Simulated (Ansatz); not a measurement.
# CdO (Monteponite): the cost of one run

Program: Ansatz 0.2.0. Level of theory: DFT LDA, frozen-core PAW and all-electron LAPW, scalar-relativistic unless said. These are calculated values, not measurements.

### Step 1. The system as given

It takes space group Fm-3m (No. 225, cubic). The conventional cell has a = 4.699 Å, b = 4.699 Å, c = 4.699 Å, α = 90.00°, β = 90.00°, γ = 90.00°. Around Cd (site symmetry m-3m) lie 6 O at 2.35 Å. Around O (site symmetry m-3m) lie 6 Cd at 2.35 Å.

As a file:

```cif
data_structure
_symmetry_space_group_name_H-M 'Fm-3m'
_symmetry_Int_Tables_number 225
_cell_length_a 4.6990
_cell_length_b 4.6990
_cell_length_c 4.6990
_cell_angle_alpha 90.000
_cell_angle_beta 90.000
_cell_angle_gamma 90.000
_cell_volume 103.76
loop_
_atom_site_label
_atom_site_type_symbol
_atom_site_symmetry_multiplicity
_atom_site_Wyckoff_symbol
_atom_site_fract_x
_atom_site_fract_y
_atom_site_fract_z
_atom_site_occupancy
Cd1 Cd 4 a 0.00000 0.00000 0.00000 1
O1 O 4 b 0.50000 0.00000 0.00000 1
```

Cartesian axes are those of the input's lattice vectors. The structure goes back to a database entry.

### Step 2. Cell and atoms relaxed, PAW

Contents of input.yaml:

```yaml
crystal:
  lattice:
    - [0.0, 2.3495, 2.3495]
    - [2.3495, 0.0, 2.3495]
    - [2.3495, 2.3495, 0.0]
  atoms:
    - { symbol: Cd, position: [0.0, 0.0, 0.0] }
    - { symbol: O, position: [0.5, 0.5, 0.5] }
kpoints:
  mp_grid: { grid: [12, 12, 12] }
scf:
  occupations: { method: fermi_dirac, width: 0.1 }
hamiltonian:
  xc: lda
  pseudopotentials: { kind: paw }
relax:
  f_tol: 0.002
  max_steps: 80
  cell: {}
output:
  forces: true
  stress: true
```

Started as:

```console
$ ansatz run input.yaml --threads 1 --pin off --max-ram 3072MiB --backend cpu --events-out ev --progress --plain --runs-dir out
```

What time and memory should one allow on 1 thread of Intel Xeon Platinum 8488C (Sapphire Rapids), shared host?

About 11 s, with a peak of 0.34 GiB.
